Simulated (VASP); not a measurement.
ZrS2:

```xyz
3
Lattice="3.6711 0.0000 0.0000 -1.8356 3.1793 0.0000 0.0000 0.0000 6.1079" Properties=species:S:1:pos:R:3 pbc="T T T"
Zr    0.0000    0.0000    0.0000
S     1.8356    1.0598    4.6662
S     0.0000    2.1195    1.4418
```

The cell is a database's computed one.

```yaml
Program: VASP 6.6.1
Task: relaxation of cell and atoms
Functional: LDA
Potentials_or_basis: VASP PAW LDA potentials, release 64 (Zr_sv, S)
Cutoff: 300 eV
k_mesh: 4 × 4 × 2
Occupations: gaussian, width 0.02 eV
Spin: no spin polarisation
```

At the start: pressure -3.7 GPa; volume 23.76 Å³/atom.

Task: How do energy, volume and symmetry change on relaxing?

Result: Over 25 steps the energy falls by 24.7 meV/atom and the volume is 21.18 Å³/atom (-10.9 %); space group P-3m1 (No. 164, to 0.05 Å).

The path:
```
step  energy change (eV)  largest force (eV/Å)  pressure (GPa)  volume (Å³)
   1              0.0000                0.2425           -3.68        71.29
   2              0.0212                0.9035            5.09        65.81
   3             -0.0306                0.2267           -0.20        68.83
   4             -0.0306                0.2370           -0.13        68.79
   5             -0.0356                0.2103           -0.11        68.36
   6             -0.0478                0.1319           -0.04        67.11
   7             -0.0599                0.0309            0.28        64.64
   8             -0.0645                0.0474            0.10        64.43
   9             -0.0725                0.0989           -0.39        63.78
  10             -0.0730                0.1216           -0.54        63.53
  11             -0.0738                0.0052            0.30        63.05
  12             -0.0739                0.0344            0.09        63.17
  13             -0.0740                0.0303            0.07        63.23
  14             -0.0741                0.0172           -0.09        63.40
  15             -0.0741                0.0207           -0.08        63.35
  16             -0.0741                0.0237           -0.05        63.31
  17             -0.0741                0.0228           -0.02        63.32
  18             -0.0741                0.0219           -0.03        63.34
  19             -0.0741                0.0216           -0.03        63.34
  20             -0.0741                0.0050            0.05        63.34
  21             -0.0741                0.0032            0.09        63.33
  22             -0.0742                0.0025            0.09        63.37
  23             -0.0742                0.0011            0.05        63.47
  24             -0.0742                0.0024           -0.05        63.67
  25             -0.0742                0.0003           -0.01        63.55
```

Final structure:
```
CELL_PARAMETERS angstrom
3.61112 0.00000 0.00000
-1.80556 3.12732 0.00000
0.00000 0.00000 5.62695
ATOMIC_POSITIONS crystal
Zr 0.00000 0.00000 0.00000
S 0.66667 0.33333 0.74378
S 0.33333 0.66667 0.25622
```

Caveat: the k mesh is coarse (spacing up to 0.51 Å⁻¹), so the values aren't converged; the cutoff is under 1.25 times the usual one of these potentials, so pressure, stress and relaxed cells hold a basis-set (Pulay) error.
